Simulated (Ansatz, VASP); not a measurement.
## InAs: programs and potentials compared

The starting cell:

```xyz
2
Lattice="0.0000 3.0180 3.0180 3.0180 0.0000 3.0180 3.0180 3.0180 0.0000" Properties=species:S:1:pos:R:3 pbc="T T T"
In    0.0000    0.0000    0.0000
As    4.5270    4.5270    4.5270
```

Alike in all runs: task relaxation of cell and atoms; functional BLYP; dispersion D4; k mesh 8 × 8 × 8; occupations fermi-dirac, width 0.05 eV; no spin polarisation; no spin-orbit coupling.

```tsv
program and potentials	plane-wave cutoff (eV)	notes	equilibrium volume (Å³/atom)
Ansatz, Ansatz PAW	420	potentials made for PBE, which Ansatz adapts in part; 14 valence electrons an atom on average	29.07
VASP, PBE PAW files As, In_d, 600 eV	600	potentials made for PBE; 9 valence electrons an atom on average	29.16
Ansatz, all-electron LAPW, scalar-relativistic	-	-	29.07
```

The equilibrium volume spans 29.07 (Ansatz, Ansatz PAW) to 29.16 Å³/atom (VASP, PBE PAW files As, In_d, 600 eV), with all-electron results at 29.07. Some sets were made for another functional than the one run, which can shift their rows. Relaxations stop with a little pressure left, so the last digit of a volume isn't settled.

Differences between rows come from potentials, basis sets and numerical settings, since the functional is the same but for its coding. Runs on potential files found faulty are left out.
